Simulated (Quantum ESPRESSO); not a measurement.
The system is BaS.

```
CELL_PARAMETERS angstrom
0.00000 3.19375 3.19375
3.19375 0.00000 3.19375
3.19375 3.19375 0.00000
ATOMIC_POSITIONS crystal
Ba 0.00000 0.00000 0.00000
S 0.50000 0.50000 0.50000
```

```yaml
Program: Quantum ESPRESSO 7.5
Task: relaxation of cell and atoms
Functional: revPBE
Potentials_or_basis: PseudoDojo 0.4.1 SR PBE standard
Cutoff: 707 eV
Density_cutoff: 2830 eV
k_mesh: 7 × 7 × 7
Occupations: fermi-dirac, width 0.05 eV
Spin: no spin polarisation
```

At the start: pressure 2.2 GPa; volume 32.58 Å³/atom.

**Question.** How do energy, volume and symmetry change on relaxing?

**Answer.** Over 4 steps the energy falls by 11.4 meV/atom and the volume is 34.30 Å³/atom (+5.3 %); space group Fm-3m (No. 225, to 0.05 Å).

The path:
```tsv
step	energy change (eV)	largest force (eV/Å)	pressure (GPa)	volume (Å³)
1	0.0000	0.0000	2.20	65.15
2	-0.0078	0.0000	1.75	65.78
3	-0.0227	0.0000	0.10	68.43
4	-0.0227	0.0000	0.00	68.60
```

Final structure:
```
Ba S
1.0
     0.00000    3.24905    3.24905
     3.24905    0.00000    3.24905
     3.24905    3.24905    0.00000
Ba S
1 1
Direct
  0.00000 0.00000 0.00000
  0.50000 0.50000 0.50000
```

Caveat: the potentials were made for another functional, which shifts forces and pressure; this release of the barium file is off.
